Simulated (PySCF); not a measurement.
Molecule: `InChI=1S/C4H8/c1-3-4-2/h3H,1,4H2,2H3`.

Molfile (atoms numbered from 1):
```
C4H8
     RDKit          3D

 12 11  0  0  0  0  0  0  0  0999 V2000
    1.9049    0.3130    0.5702 C   0  0  0  0  0  0  0  0  0  0  0  0
    0.6802    0.6802    0.1914 C   0  0  0  0  0  0  0  0  0  0  0  0
   -0.2573   -0.1433   -0.6347 C   0  0  0  0  0  0  0  0  0  0  0  0
   -1.5559   -0.4756    0.0949 C   0  0  0  0  0  0  0  0  0  0  0  0
    2.3258   -0.6543    0.2755 H   0  0  0  0  0  0  0  0  0  0  0  0
    2.5349    0.9625    1.1839 H   0  0  0  0  0  0  0  0  0  0  0  0
    0.2992    1.6590    0.5139 H   0  0  0  0  0  0  0  0  0  0  0  0
   -0.4982    0.4102   -1.5606 H   0  0  0  0  0  0  0  0  0  0  0  0
    0.2485   -1.0706   -0.9510 H   0  0  0  0  0  0  0  0  0  0  0  0
   -1.3578   -1.0643    1.0038 H   0  0  0  0  0  0  0  0  0  0  0  0
   -2.2368   -1.0566   -0.5455 H   0  0  0  0  0  0  0  0  0  0  0  0
   -2.0873    0.4391    0.4030 H   0  0  0  0  0  0  0  0  0  0  0  0
  1  2  2  0
  2  3  1  0
  3  4  1  0
  1  5  1  0
  1  6  1  0
  2  7  1  0
  3  8  1  0
  3  9  1  0
  4 10  1  0
  4 11  1  0
  4 12  1  0
M  END
```

Geometry PBE0-D3(BJ)/def2-SVP throughout; GIAO in PySCF, gas phase, one conformer, non-relativistic; equivalent atoms averaged; functional PBE0.

For orientation, 6-31G* gives these shifts δ (against TMS at the same level): C2 134.3, C1 111.7, C3 29.5, C4 15.6, H7 6.02, H6 5.02, H5 5.15, H8/H9 2.10, H10/H11/H12 1.01 ppm.

A run gave: C2 143.2, C1 113.6, C3 32.2, C4 15.8, H7 6.23, H6 5.28, H5 5.37, H8/H9 2.19, H10/H11/H12 1.04 ppm (shifts δ (against TMS at the same level)).

**Question.** Which basis set was used in that run?
A. cc-pVTZ
B. def2-SVP
C. aug-cc-pVDZ
D. 6-31G

**Answer.** C. C2 tells them apart best: aug-cc-pVDZ gives 143.2, def2-SVP gives 140.3, 6-31G gives 137.5, cc-pVTZ gives 149.0 ppm.
